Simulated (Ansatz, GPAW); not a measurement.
**One calculation of HfN, 3 ways**

```
Hf N
1.0
     0.00000    2.25600    2.25600
     2.25600    0.00000    2.25600
     2.25600    2.25600    0.00000
Hf N
1 1
Direct
  0.00000 0.00000 0.00000
  0.50000 0.50000 0.50000
```

Alike in all runs: task single point; functional PBE; k mesh 10 × 10 × 10; occupations gaussian, width 0.012 eV; no spin polarisation; no spin-orbit coupling. Pressure is positive in compression and, in plane waves, holds the error of the finite cutoff, which Ansatz's Pulay term estimates and takes out.

| program and potentials | plane-wave cutoff (eV) | notes | band gap (eV) | pressure (GPa) |
| --- | --- | --- | --- | --- |
| Ansatz, Ansatz PAW | 420 | 15.5 valence electrons an atom on average; Pulay term of +0.50 GPa included | no gap | 6.59 |
| GPAW, GPAW PAW data sets (gpaw-data 1.2.1) | 800 | 8.5 valence electrons an atom on average | no gap | 6.71 |
| Ansatz, all-electron LAPW, scalar-relativistic | - | - | ? | ? |

**Question.** Estimate from the other rows what the run with Ansatz, all-electron LAPW, scalar-relativistic gave.

**Answer.** No band gap; pressure 6.66 GPa. The other rows, which needn't bracket it: pressure 6.59 to 6.71.
